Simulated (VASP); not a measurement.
For cubic LiI (rock salt), PBEsol GGA, VASP's PBE PAW potentials (set 64) (VASP) gives ε∞ = 4.36, a static ε₀ = 13.86 and a transverse optical mode at 160 cm⁻¹.

### Question
Estimate the longitudinal optical frequency at Γ.

### Answer
By the Lyddane-Sachs-Teller relation, ω_LO = ω_TO √(ε₀/ε∞) = 160 × √(13.86/4.36) = 285 cm⁻¹.

Measured: ε∞ 3.80 at 297 K (computed value off by +14.7 %), as given by H. H. Li, Journal of Physical and Chemical Reference Data (1976), doi:10.1063/1.555536 [long-wavelength limit of the electronic terms of a dispersion formula fitted to measured refractive indices over 0.25-25.0 um; lattice terms left out].

The compound is LiI in the rock salt structure. It was relaxed first, which changed the volume by -6 %.
